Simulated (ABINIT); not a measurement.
# Ga (P6/mmm) in ABINIT: settings compared

Aim: see how the results for Ga move with the level of theory and the settings. Levels: PBEsol, RPBE, BLYP. Tasks: single point.

Program: ABINIT 10.8.3 (patched build). These are calculated values, not measurements. Logs are shortened: lines on timing, memory, paths and dates and some standing lists are left out, and cuts for length are marked. The log counts tension as positive stress, the text compression.

## Step 1: The structure

The structure is hexagonal, space group P6/mmm (No. 191). Conventional cell: a = 4.449 Å, b = 4.449 Å, c = 2.765 Å, α = 90.00°, β = 90.00°, γ = 120.00°. Ga (site symmetry -6m2) is surrounded by 5 Ga at 2.57 to 2.77 Å.

The cell was built by a generator and needn't be a form met in nature.

## Step 2: Single point, PBEsol

run.abi reads:

```
# Pseudopotentials
pp_dirpath "./"
pseudos "Ga.GGA_PBE-JTH.xml"

# Structure
acell 8.4082796997 8.408294156 5.2254706798
rprim
     1.0000000000     0.0000000000     0.0000000000
    -0.5000002641     0.8660252513     0.0000000000
     0.0000000000     0.0000000000     1.0000000000
ntypat 1
znucl 31
natom 2
typat 1 1
xcart
    -0.0000255807     2.5689195112     1.3826000000
     2.2247555807     1.2844404888     1.3826000000 Angstrom

# Plane-wave basis
ecut 20.0
pawecutdg 40.0
pawxcdev 0

# k points
kptopt 1
ngkpt 7 7 10
nshiftk 1
shiftk 0.0 0.0 0.0

# Exchange and correlation
ixc -116133

# Bands and occupations
nband 17
occopt 3
tsmear 0.05 eV

# SCF cycle
nstep 100
tolvrs 1.0e-9

# Output
iomode 3
prtwf 0
prtden 0
prteig 0
prtebands 0
enunit 1
```

Potentials or basis: JTH PAW PBE v2.0.

On the command line:

```sh
> abinit run.abi > log 2>&1
```

run.abo:

```text
.Version 10.8.3 of ABINIT
 Symmetries : space group Cm m m (# 65); Bravais oC (1-face-center ortho.)
================================================================================
 Values of the parameters that define the memory need of the present run
     intxc =       0    ionmov =       0      iscf =      17    lmnmax =      18
     lnmax =       6     mgfft =      36  mpssoang =       3    mqgrid =    3001
     natom =       2  nloc_mem =       2    nspden =       1   nspinor =       1
    nsppol =       1      nsym =       8    n1xccc =       1    ntypat =       1
    occopt =       3   xclevel =       2
       mpw =        1390          nfft =       31104          nkpt =          96
 PAW method is used; the additional fine FFT grid is defined by:
   mgfftf=        48    nfftf =     69120
================================================================================
================================================================================

--------------------------------------------------------------------------------
------------- Echo of variables that govern the present computation ------------
--------------------------------------------------------------------------------
 -outvars: echo values of preprocessed input variables --------
            acell      8.4082869278E+00  8.4082869278E+00  5.2254706798E+00 Bohr
              amu      6.97230000E+01
             ecut      2.00000000E+01 Hartree
           enunit           1
                       outvar_i_n : Printing only first  50 k-points.
              ixc     -116133
                       outvar_i_n : Printing only first  50 k-points.
         kptrlatt        7    0    0      0    7    0      0    0   10
          kptrlen      5.22547068E+01
            natom           2
            nband          17
            ngfft          36      36      24
          ngfftdg          48      48      30
             nkpt          96
            nstep         100
             nsym           8
           ntypat           1
                       prtocc : prtvol=0, do not print more k-points.
           occopt           3
        pawecutdg      4.00000000E+01 Hartree
         pawxcdev           0
           prtden           0
        prtebands           0
           prteig           0
            prtwf           0
            rprim      1.0000000000E+00  1.4889468191E-06  0.0000000000E+00
                      -5.0000155357E-01  8.6602450683E-01  0.0000000000E+00
                       0.0000000000E+00  0.0000000000E+00  1.0000000000E+00
          spgroup          65
           tolvrs      1.00000000E-09
           tsmear      1.83746611E-03 Hartree
            typat      1  1
           useylm           1
                       outvars : Printing only first  50 k-points.
           xangst     -2.6855718322E-05  2.5689173028E+00  1.3826000000E+00
                       2.2247568557E+00  1.2844426972E+00  1.3826000000E+00
            xcart     -5.0749952544E-05  4.8545501424E+00  2.6127353417E+00
                       4.2041811540E+00  2.4272449221E+00  2.6127353417E+00
             xred      3.3333000024E-01  6.6667000046E-01  5.0000000034E-01
                       6.6667000047E-01  3.3333000024E-01  5.0000000034E-01
            znucl       31.00000

================================================================================

 chkinp: Checking input parameters for consistency.

================================================================================
== DATASET  1 ==================================================================

--- !DatasetInfo
iteration_state: {dtset: 1, }
dimensions: {natom: 2, nkpt: 96, mband: 17, nsppol: 1, nspinor: 1, nspden: 1, mpw: 1390, }
cutoff_energies: {ecut:  20.0, pawecutdg:  40.0, }
electrons: {nelect:   2.60000000E+01, charge:   0.00000000E+00, occopt:   3.00000000E+00, tsmear:   1.83746611E-03, }
meta: {optdriver: 0, ionmov: 0, optcell: 0, iscf: 17, paral_kgb: 0, }
...

 Real(R)+Recip(G) space primitive vectors, cartesian coordinates (Bohr,Bohr^-1):
 R(1)=  8.4082869  0.0000125  0.0000000  G(1)=  0.1189302  0.0686647  0.0000000
 R(2)= -4.2041565  7.2817825  0.0000000  G(2)= -0.0000002  0.1373289  0.0000000
 R(3)=  0.0000000  0.0000000  5.2254707  G(3)=  0.0000000  0.0000000  0.1913703
 Unit cell volume ucvol=  3.1994182E+02 bohr^3
 Angles (23,13,12)=  9.00000000E+01  9.00000000E+01  1.20000017E+02 degrees

 Coarse grid specifications (used for wave-functions):

 getcut: wavevector=  0.0000  0.0000  0.0000  ngfft=  36  36  24
         ecut(hartree)=     20.000   => boxcut(ratio)=   2.12674

 Fine grid specifications (used for densities):

 getcut: wavevector=  0.0000  0.0000  0.0000  ngfft=  48  48  30
         ecut(hartree)=     40.000   => boxcut(ratio)=   2.00511

--- Pseudopotential description ------------------------------------------------
- pspini: atom type   1  psp file is ./Ga.GGA_PBE-JTH.xml
 Pseudopotential format is: paw10
 basis_size (lnmax)=  6 (lmn_size= 18), orbitals=   0   0   1   1   2   2
 Spheres core radius: rc_sph= 2.10359248
 Shapefunction is BESSEL type: shapef(r,l)=aa(1,l)*jl(q(1,l)*r)+aa(2,l)*jl(q(2,l)*r)
 Radius for shape functions =  1.80829011
 Compensation charge density is not taken into account in XC energy/potential

   1.22813827E+03                                ecore*ucvol(ha*bohr**3)
--------------------------------------------------------------------------------

================================================================================

--- !BeginCycle
iteration_state: {dtset: 1, }
solver: {iscf: 17, nstep: 100, nline: 4, wfoptalg: 10, }
tolerances: {tolvrs: 1.00E-09, }
...

     iter   Etot(hartree)      deltaE(h)  residm     nres2
 ETOT  1  -157.92926716448    -1.579E+02 3.935E-01 8.003E-01
 ETOT  2  -158.10752206757    -1.783E-01 5.767E-03 8.016E-02
 ETOT  3  -158.10717203821     3.500E-04 1.799E-03 9.786E-03
 ETOT  4  -158.10716806977     3.968E-06 3.045E-04 2.032E-03
 ETOT  5  -158.10717538575    -7.316E-06 2.954E-04 5.258E-04
 ETOT  6  -158.10718214714    -6.761E-06 8.867E-05 4.734E-05
 ETOT  7  -158.10718221933    -7.219E-08 7.279E-05 5.229E-07
 ETOT  8  -158.10718223695    -1.761E-08 2.648E-05 7.358E-08
 ETOT  9  -158.10718223658     3.698E-10 1.787E-05 2.340E-09
 ETOT 10  -158.10718223661    -3.305E-11 1.262E-05 3.779E-11

 At SCF step   10       nres2   =  3.78E-11 < tolvrs=  1.00E-09 =>converged.

 Cartesian components of stress tensor (hartree/bohr^3)
  sigma(1 1)=  6.64957787E-05  sigma(3 2)=  0.00000000E+00
  sigma(2 2)=  6.64615491E-05  sigma(3 1)=  0.00000000E+00
  sigma(3 3)=  1.15859348E-04  sigma(2 1)= -2.96434233E-08

--- !ResultsGS
iteration_state: {dtset: 1, }
comment   : Summary of ground state results
lattice_vectors:
- [  8.4082869,   0.0000125,   0.0000000, ]
- [ -4.2041565,   7.2817825,   0.0000000, ]
- [  0.0000000,   0.0000000,   5.2254707, ]
lattice_lengths: [   8.40829,    8.40829,    5.22547, ]
lattice_angles: [ 90.000,  90.000, 120.000, ] # degrees, (23, 13, 12)
lattice_volume:   3.1994182E+02
convergence: {deltae: -3.305E-11, res2:  3.779E-11, residm:  1.262E-05, diffor: null, }
etotal    :  -1.58107182E+02
entropy   :   0.00000000E+00
fermie    :   1.22477686E-01
cartesian_stress_tensor: # hartree/bohr^3
- [  6.64957787E-05,  -2.96434233E-08,   0.00000000E+00, ]
- [ -2.96434233E-08,   6.64615491E-05,   0.00000000E+00, ]
- [  0.00000000E+00,   0.00000000E+00,   1.15859348E-04, ]
pressure_GPa:  -2.4401E+00
xred      :
- [  3.3333E-01,   6.6667E-01,   5.0000E-01, Ga]
- [  6.6667E-01,   3.3333E-01,   5.0000E-01, Ga]
cartesian_forces: # hartree/bohr
- [  4.56988398E-06,  -2.63841375E-06,  -0.00000000E+00, ]
- [ -4.56988398E-06,   2.63841375E-06,  -0.00000000E+00, ]
force_length_stats: {min:   5.27684249E-06, max:   5.27684249E-06, mean:   5.27684249E-06, }
...

 Integrated electronic density in atomic spheres:
 ------------------------------------------------
 Atom  Sphere_radius  Integrated_density
    1        2.10359         11.01473626
    2        2.10359         11.01473626

================================================================================

 ----iterations are completed or convergence reached----

 Mean square residual over all n,k,spin=   30.315E-09; max=  12.618E-06
 reduced coordinates (array xred) for    2 atoms
       0.333330000241      0.666670000461      0.500000000341
       0.666670000467      0.333330000235      0.500000000341
 rms dE/dt=  3.1374E-05; max dE/dt=  3.8425E-05; dE/dt below (all hartree)
    1      -0.000038424863      0.000038424863      0.000000000000
    2       0.000038424863     -0.000038424863      0.000000000000

 cartesian coordinates (angstrom) at end:
    1     -0.00002685571832     2.56891730280018     1.38260000000000
    2      2.22475685571832     1.28444269719982     1.38260000000000

 cartesian forces (hartree/bohr) at end:
    1      0.00000456988398    -0.00000263841375    -0.00000000000000
    2     -0.00000456988398     0.00000263841375    -0.00000000000000
 frms,max,avg= 3.0465864E-06 4.5698840E-06   0.000E+00  0.000E+00  0.000E+00 h/b

 cartesian forces (eV/Angstrom) at end:
    1      0.00023499288263    -0.00013567268974    -0.00000000000000
    2     -0.00023499288263     0.00013567268974    -0.00000000000000
 frms,max,avg= 1.5666177E-04 2.3499288E-04   0.000E+00  0.000E+00  0.000E+00 e/A
 length scales=  8.408286927831  8.408286927831  5.225470679800 bohr
              =  4.449473821923  4.449473821923  2.765199998116 angstroms
 Fermi (or HOMO) energy (eV) =   3.33279   Average Vxc (eV)=  -8.84597
 Eigenvalues (   eV  ) for nkpt=  96  k points:
 kpt#   1, nband= 17, wtk=  0.00204, kpt=  0.0000  0.0000  0.0000 (reduced coord)
 -11.73824  -11.51716  -11.48962  -11.48960  -11.37636  -11.37635  -11.33637  -11.33635
 -11.22937  -11.22935   -6.67530    1.85276    2.79632    2.79658    6.51790    6.51823
   9.34095
 prteigrs : prtvol=0 or 1, do not print more k-points.

--- !EnergyTerms
iteration_state     : {dtset: 1, }
comment             : Components of total free energy in Hartree
kinetic             :  9.75493856223933E+00
hartree             :  5.26463721908319E+01
xc                  : -3.16794066322727E+00
Ewald energy        : -8.40118255372004E+01
psp_core            :  3.83862996058674E+00
local_psp           : -1.36933305979450E+02
PAW spherical_terms : -2.33821348271486E-01
internal            : -1.58106952814491E+02
'-kT*entropy'       : -2.31106517666770E-04
total_energy        : -1.58107183921009E+02
total_energy_eV     : -4.30231564993893E+03
...

--- !EnergyTermsDC
iteration_state     : {dtset: 1, }
comment             : '"Double-counting" decomposition of free energy'
band_energy         : -8.58167221204425E+00
Ewald energy        : -8.40118255372004E+01
psp_core            :  3.83862996058674E+00
xc_dc               : -5.17936014198853E+01
PAW spherical_terms : -1.75584819215479E+01
internal            : -1.58106951130091E+02
'-kT*entropy'       : -2.31106517666770E-04
total_energy_dc     : -1.58107182236609E+02
total_energy_dc_eV  : -4.30231560410407E+03
...

--- !EnergyTermsWithPAWCore
iteration_state     : {dtset: 1, }
comment             : 'Components of total free energy, including PAW core contributions'
Total energy        : -3.88515148226379E+03
Total energy DC     : -3.88515148057939E+03
Total energy (eV)   : -1.05720357608026E+05
Total energy DC (eV): -1.05720357562191E+05
...

 Cartesian components of stress tensor (hartree/bohr^3)
  sigma(1 1)=  6.64957787E-05  sigma(3 2)=  0.00000000E+00
  sigma(2 2)=  6.64615491E-05  sigma(3 1)=  0.00000000E+00
  sigma(3 3)=  1.15859348E-04  sigma(2 1)= -2.96434233E-08

-Cartesian components of stress tensor (GPa)         [Pressure= -2.4401E+00 GPa]
- sigma(1 1)=  1.95637335E+00  sigma(3 2)=  0.00000000E+00
- sigma(2 2)=  1.95536628E+00  sigma(3 1)=  0.00000000E+00
- sigma(3 3)=  3.40869971E+00  sigma(2 1)= -8.72139625E-04

== END DATASET(S) ==============================================================
================================================================================

 -outvars: echo values of variables after computation  --------
            acell      8.4082869278E+00  8.4082869278E+00  5.2254706798E+00 Bohr
           etotal     -1.5810718224E+02
            fcart      4.5698839817E-06 -2.6384137455E-06 -0.0000000000E+00
                      -4.5698839817E-06  2.6384137455E-06 -0.0000000000E+00
            rprim      1.0000000000E+00  1.4889468191E-06  0.0000000000E+00
                      -5.0000155357E-01  8.6602450683E-01  0.0000000000E+00
                       0.0000000000E+00  0.0000000000E+00  1.0000000000E+00
           strten      6.6495778682E-05  6.6461549146E-05  1.1585934815E-04
                       0.0000000000E+00  0.0000000000E+00 -2.9643423339E-08
           xangst     -2.6855718322E-05  2.5689173028E+00  1.3826000000E+00
                       2.2247568557E+00  1.2844426972E+00  1.3826000000E+00
             xred      3.3333000024E-01  6.6667000046E-01  5.0000000034E-01
                       6.6667000047E-01  3.3333000024E-01  5.0000000034E-01
 Calculation completed.
```

Wall time 62 s (1 thread of Arm Neoverse V2, shared host); peak memory 0.16 GiB.

Results:

```
Free energy                                           : -4302.3156 eV
Pressure                                              : -2.4 GPa
Band gap on the k mesh                                : none (metal or under the smearing width)
Valence electrons inside the program's atomic spheres : Ga 11.01 (radii [1.1132] Å)
```

Stress tensor (GPa, compression positive):
```
-1.96  0.00  0.00
 0.00 -1.96  0.00
 0.00  0.00 -3.41
```

Caveat: the PAW data sets were made with another functional, which shifts forces and pressure a little.

## Step 3: Single point, RPBE

Edit run.abi of step 2 so:

```diff
@@ -30,3 +30,3 @@
 # Exchange and correlation
-ixc -116133
+ixc 15
```

Potentials or basis: JTH PAW PBE v2.0.

On the command line:

```sh
> abinit run.abi > log 2>&1
```

Run time: 59 s. Hardware: 1 thread of Arm Neoverse V2, shared host; peak memory 0.16 GiB.

Results (log left out):

```yaml
Free_energy: -4300.1619 eV
Pressure: 1.8 GPa
Band_gap_on_the_k_mesh: none (metal or under the smearing width)
Valence_electrons_inside_the_program's_atomic_spheres: Ga 11.01 (radii [1.1132] Å)
```

Stress tensor (GPa, compression positive):
```
2.26 0.00 0.00
0.00 2.26 0.00
0.00 0.00 0.80
```

Levels at points of the mesh, in eV from the Fermi level:
| k point | band 10 | band 11 | band 12 | band 13 | band 14 | band 15 | band 16 | band 17 |
| --- | --- | --- | --- | --- | --- | --- | --- | --- |
| (0.00, 0.00, 0.00) | -14.64 | -9.99 | -1.42 | -0.57 | -0.57 | 3.19 | 3.20 | 6.33 |
| (0.00, 0.00, 0.50) | -14.51 | -5.86 | -3.70 | 2.52 | 2.52 | 2.80 | 3.68 | 6.70 |

Caveat: the PAW data sets were made with another functional, which shifts forces and pressure a little.

## Step 4: Single point, BLYP

Edit run.abi of step 3 so:

```diff
@@ -30,3 +30,3 @@
 # Exchange and correlation
-ixc 15
+ixc -106131
```

On the command line:

```sh
> abinit run.abi > log 2>&1
```

Wall time 61 s (1 thread of Arm Neoverse V2, shared host); peak memory 0.15 GiB.

Results (log left out):

```yaml
Free_energy: -4301.2835 eV
Pressure: 3.4 GPa
Band_gap_on_the_k_mesh: none (metal or under the smearing width)
Valence_electrons_inside_the_program's_atomic_spheres: Ga 11.05 (radii [1.1132] Å)
```

Stress tensor (GPa, compression positive):
```
3.60 0.00 0.00
0.00 3.60 0.00
0.00 0.00 2.97
```

Levels at points of the mesh, in eV from the Fermi level:
```csv
k point,band 9,band 10,band 11,band 12,band 13,band 14,band 15,band 16,band 17
"(0.00, 0.00, 0.00)",-14.77,-14.77,-10.04,-1.69,-0.51,-0.51,3.27,3.27,6.43
"(0.00, 0.00, 0.50)",-14.84,-14.64,-6.04,-3.57,2.44,2.44,2.71,3.21,6.66
```

Caveat: the PAW data sets were made with another functional, which shifts forces and pressure a little.

## Step 5: The runs side by side

```tsv
level	gap on the mesh (eV)	pressure (GPa)
PBEsol	none	-2.4
RPBE	none	1.8
BLYP	none	3.4
```

Alike in all rows: task single point; potentials or basis JTH PAW PBE v2.0; no spin polarisation; cell as given; k mesh 7 × 7 × 10; cutoff (eV) 544; smearing fermi-dirac 0.05 eV.

Every run on the cell as given and a fine mesh finds a metal. The pressure there spans -2.4 GPa (PBEsol) to 3.4 GPa (BLYP); a positive pressure means that this level wants a larger cell, a negative one a smaller.

Caveats: the PAW data sets were made with another functional, which shifts forces and pressure a little.

Total energies depend on the potentials used, so only differences within one code and one set of settings carry meaning.
